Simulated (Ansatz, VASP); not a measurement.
# One calculation of Cu2H3, two programs

```xyz
5
Lattice="3.4928 0.0000 0.0000 0.0000 3.4928 0.0000 0.0000 0.0000 4.7428" Properties=species:S:1:pos:R:3 pbc="T T T"
Cu    1.7464    0.0000    0.0000
Cu    0.0000    1.7464    0.0000
H     1.7464    0.0000    2.3714
H     0.0000    1.7464    2.3714
H     0.0000    0.0000    0.0000
```

Alike in both runs: task single point; functional PBE; k mesh 6 × 6 × 4; occupations gaussian, width 0.1 eV; no spin polarisation.

|  | VASP | Ansatz |
| --- | --- | --- |
| version | VASP 6.6.1 | Ansatz 0.2.0 |
| potentials or method | VASP PAW PBE potentials, release 64 (Cu, H) | scalar-relativistic, plane waves, PAW |
| plane-wave cutoff (eV) | 520 | 420 |
| valence electrons in the cell | 25 | 41 |

|  | VASP | Ansatz | Ansatz less VASP |
| --- | --- | --- | --- |
| gap on the k mesh at the Fermi level (eV) | none | none | - |
| pressure (GPa) | -8.2 | -8.4 | -0.17 |
| largest component of the traceless stress (GPa) | 14.05 | 14.04 | -0.005 |

A gap of «none» marks a metal or a gap that the smearing closes. The two sets of potentials don't hold the same shells in valence.
